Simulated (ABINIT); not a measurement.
# CuO (P1) in ABINIT: reference runs, part 2 of 2

ABINIT 10.8.3 (patched build). The steps go on from the part before.

## 3. Single point, PBE

File run.py:

```python
import json, os
import numpy as np
from ase.units import GPa
from ase.calculators.abinit import Abinit, AbinitProfile
from ase.io import read

atoms = read('CuO.cif')

profile = AbinitProfile(command='mpirun --bind-to none -np 4 abinit', pp_paths=[os.path.abspath('pseudos')])
params = dict(
    pps='pawxml', xc='PBE',
    chksymtnons=0,
    tolsym=1e-06,
    ecut=707.496,
    pawecutdg=1306.1465,
    pawxcdev=0,
    pawovlp=30,
    kptopt=1,
    ngkpt=[7, 7, 7],
    nshiftk=1,
    shiftk=[0.0, 0.0, 0.0],
    ixc=11,
    nband=45,
    occopt=3,
    tsmear=0.05,
    nstep=100,
    tolvrs=1e-09,
    prtwf=0,
    prtden=0,
)

atoms.calc = Abinit(profile=profile, directory='run', **params)
energy = atoms.get_potential_energy()
forces = atoms.get_forces()
stress = atoms.get_stress()
print(f'energy {energy:.6f} eV')
print('forces (eV/A)')
print(np.round(forces, 5))
print('stress (GPa, Voigt, tension positive)', np.round(stress / GPa, 4))
json.dump(dict(energy=energy, forces=forces.tolist(), stress=stress.tolist(), cell=atoms.cell.tolist(), frac=atoms.get_scaled_positions(wrap=False).tolist()), open('results.json', 'w'))
```

File CuO.cif:

```cif
data_CuO
_cell_length_a 4.16093700
_cell_length_b 4.16093700
_cell_length_c 3.88764300
_cell_angle_alpha 90.00000000
_cell_angle_beta 90.00000000
_cell_angle_gamma 90.00000000
_space_group_name_H-M_alt 'P1'
_space_group_name_Hall 'P 1'
_space_group_IT_number 1
loop_
_space_group_symop_operation_xyz
'x,y,z'
loop_
_atom_site_label
_atom_site_type_symbol
_atom_site_symmetry_multiplicity
_atom_site_Wyckoff_symbol
_atom_site_fract_x
_atom_site_fract_y
_atom_site_fract_z
_atom_site_occupancy
Cu1 Cu 1 a 0.9775528800 0.9881666000 0.9603305800 1
Cu2 Cu 1 a 0.0396695900 0.5261100300 0.5181672900 1
Cu3 Cu 1 a 0.4811597400 0.9934184900 0.5059234600 1
O1 O 1 a 0.0110367000 0.5028174100 0.9754800000 1
O2 O 1 a 0.4613573800 0.9887535000 0.9867417100 1
O3 O 1 a 0.0292236900 0.0007339600 0.5533569500 1
```

Potentials or basis: JTH PAW PBE v2.0.

Run with:

```
$ python run.py
```

Log:

```text
energy -17472.400829 eV
forces (eV/A)
[[-1.49194  0.38744 10.04734]
 [-0.065   -1.08437 -2.72705]
 [ 1.54641  0.14794 -1.41431]
 [-0.36627 -0.47185  2.51765]
 [ 1.16128  0.11517  1.35247]
 [-0.78448  0.90567 -9.7761 ]]
stress (GPa, Voigt, tension positive) [ -9.5999  -7.1238 -32.712    1.142    4.8258  -0.2946]
```

abinit.in:

```text
chksymtnons 0
ecut 707.496 eV
ixc 11
kptopt 1
natom 6
nband 45
ngkpt
7 7 7
nshiftk 1
nsppol 1
nstep 100
occopt 3
pawecutdg 1306.1465 eV
pawovlp 30
pawxcdev 0
prtden 0
prtwf 0
shiftk
0.0 0.0 0.0
tolsym 1e-06
tolvrs 1e-09
tsmear 0.05 eV
#Definition of the unit cell
acell
1.00000000000000 1.00000000000000 1.00000000000000 Angstrom
rprim
4.16093700000000 0.00000000000000 0.00000000000000
0.00000000000000 4.16093700000000 0.00000000000000
0.00000000000000 0.00000000000000 3.88764300000000
chkprim 0 # Allow non-primitive cells
#Definition of the atom types
ntypat 2
znucl 8 29
#Enumerate different atomic species
typat
 2 2 2 1 1 1
pseudos "./pseudos/O.GGA_PBE-JTH.xml,
./pseudos/Cu.GGA_PBE-JTH.xml"
#Definition of the atoms
xcart
7.68652894843030 7.76998496160325 7.05514595582255
0.31192323008384 4.13681966304936 3.80675773178339
3.78337412327934 7.81128073735603 3.71680744850877
0.08678191817627 3.95366906160590 7.16644239006299
3.62766754565948 7.77459977470659 7.24917744965273
0.22978679083320 0.00577115049468 4.06528140332551
chkexit 1 # abinit.exit file in the running directory terminates after the current SCF
```

abinit.abo:

```text
.Version 10.8.3 of ABINIT
 Symmetries : space group P1 (#  1); Bravais aP (primitive triclinic)
================================================================================
 Values of the parameters that define the memory need of the present run
     intxc =       0    ionmov =       0      iscf =      17    lmnmax =      18
     lnmax =       6     mgfft =      40  mpssoang =       3    mqgrid =    3001
     natom =       6  nloc_mem =       2    nspden =       1   nspinor =       1
    nsppol =       1      nsym =       1    n1xccc =       1    ntypat =       2
    occopt =       3   xclevel =       2
       mpw =        2893          nfft =       57600          nkpt =         172
Pmy_natom=         2
 PAW method is used; the additional fine FFT grid is defined by:
   mgfftf=        50    nfftf =    120000
================================================================================
================================================================================

--------------------------------------------------------------------------------
------------- Echo of variables that govern the present computation ------------
--------------------------------------------------------------------------------
 -outvars: echo values of preprocessed input variables --------
            acell      1.8897261259E+00  1.8897261259E+00  1.8897261259E+00 Bohr
              amu      1.59994000E+01  6.35460000E+01
          chkexit           1
          chkprim           0
      chksymtnons           0
[... 305 lines left out ...]

-Cartesian components of stress tensor (GPa)         [Pressure=  1.6479E+01 GPa]
- sigma(1 1)= -9.59993340E+00  sigma(3 2)=  1.14204993E+00
- sigma(2 2)= -7.12383084E+00  sigma(3 1)=  4.82577943E+00
- sigma(3 3)= -3.27119835E+01  sigma(2 1)= -2.94622361E-01

== END DATASET(S) ==============================================================
================================================================================

 -outvars: echo values of variables after computation  --------
            acell      1.8897261259E+00  1.8897261259E+00  1.8897261259E+00 Bohr
           etotal     -6.4209889089E+02
            fcart     -2.9013589669E-02  7.5344467529E-03  1.9538960666E-01
                      -1.2640519495E-03 -2.1087623476E-02 -5.3032676875E-02
                       3.0072973088E-02  2.8770130775E-03 -2.7503932641E-02
                      -7.1228529784E-03 -9.1760091784E-03  4.8960528654E-02
                       2.2583300275E-02  2.2396829712E-03  2.6301371993E-02
                      -1.5255778765E-02  1.7612489853E-02 -1.9011489779E-01
            rprim      4.1609370000E+00  0.0000000000E+00  0.0000000000E+00
                       0.0000000000E+00  4.1609370000E+00  0.0000000000E+00
                       0.0000000000E+00  0.0000000000E+00  3.8876430000E+00
           strten     -3.2629510430E-04 -2.4213408863E-04 -1.1118577211E-03
                       3.8817488274E-05  1.6402490887E-04 -1.0014010495E-05
           xangst      4.0675359477E+00  4.1116989680E+00  3.7334224569E+00
                       1.6506266480E-01  2.1891106898E+00  2.0144494377E+00
                       2.0020753650E+00  4.1335517514E+00  1.9668497977E+00
                       4.5923013386E-02  2.0921915654E+00  3.7923179935E+00
                       1.9196789926E+00  4.1141410219E+00  3.8360995015E+00
                       1.2159793299E-01  3.0539613204E-03  2.1512542731E+00
             xred      9.7755287996E-01  9.8816659996E-01  9.6033057996E-01
                       3.9669589999E-02  5.2611002998E-01  5.1816728998E-01
                       4.8115973998E-01  9.9341848996E-01  5.0592345998E-01
                       1.1036700000E-02  5.0281740998E-01  9.7547999996E-01
                       4.6135737998E-01  9.8875349996E-01  9.8674170996E-01
                       2.9223689999E-02  7.3395999997E-04  5.5335694998E-01
 Calculation completed.
```

Wall time 7.4 min (4 threads of Arm Neoverse V2, shared host); peak memory 0.92 GiB.

What came out:

```yaml
Free_energy: -17472.4009 eV
Pressure: 16.5 GPa
Largest_force: 10.165 eV/Å
Band_gap_on_the_k_mesh: none (metal or under the smearing width)
```

Forces in eV/Å, atoms in the order of the input:
```
Cu  -1.492  0.387 10.047
Cu  -0.065 -1.084 -2.727
Cu   1.546  0.148 -1.414
O   -0.366 -0.472  2.518
O    1.161  0.115  1.352
O   -0.784  0.906 -9.776
```

Caveat: so large a pressure means that the cell lies far from this level's equilibrium, or that cutoff or potentials fall short; an odd number of electrons without spin polarisation forces a metal; a magnetic or distorted state may lie lower; the run has no spin polarisation, though such a crystal can be magnetic; semilocal functionals often make such compounds metallic where correlation or magnetic order opens a gap, which also shifts bond lengths; the atomic spheres overlap.
